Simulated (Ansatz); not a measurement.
BaTiO3, DFT, PBE, all-electron PAW with datasets made for the crystal, scalar-relativistic (Ansatz 0.2.0), run on 2 threads of Arm Neoverse V1 on a shared host.

The cell is COD entry 9014756, as deposited and not checked against the literature; nothing was relaxed. The listed cell was then made from it by scaling, straining or moving an atom.

Command: `ansatz run input.yaml --threads 2 --pin off --max-ram 6144MiB --backend cpu --events-out ev --progress --plain --runs-dir out`

```yaml
crystal:
  lattice:
    - [2.7894517409, 1.6104907135, 2.2864070707]
    - [-2.7894517409, 1.6104907135, 2.2864070707]
    - [0.0, -3.220981427, 2.2864070707]
  atoms:
    - { symbol: Ba, position: [0.0, 0.0, 0.0] }
    - { symbol: Ti, position: [0.514, 0.514, 0.514] }
    - { symbol: O, position: [0.4916, 0.4916, 0.9815] }
    - { symbol: O, position: [0.4916, 0.9815, 0.4916] }
    - { symbol: O, position: [0.9815, 0.4916, 0.4916] }
kpoints:
  mp_grid: { grid: [9, 9, 9] }
scf:
  occupations: { method: fermi_dirac, width: 0.05 }
hamiltonian:
  xc: pbe
  pseudopotentials: { kind: all_electron, datasets: crystal }
output:
  forces: true
  stress: true
  eigenvalues: true
  efg: { contact_densities: true }
```

(1) How large is the problem that the program sets up?

(2) About how long does it take, and how much memory does it use?

(3) And the same cell and mesh by PAW with the default files, asked for forces, stress, eigenvalues, efg, on the same hardware?

Answers

(1) 85 irreducible k-points, 2373 plane waves at Γ, 25 bands.

(2) 71 s of wall time for 11 SCF iterations, with a peak of 1.9 GiB. Times on shared machines scatter by tens of per cent.

(3) 9.4 s, peak memory 0.51 GiB.
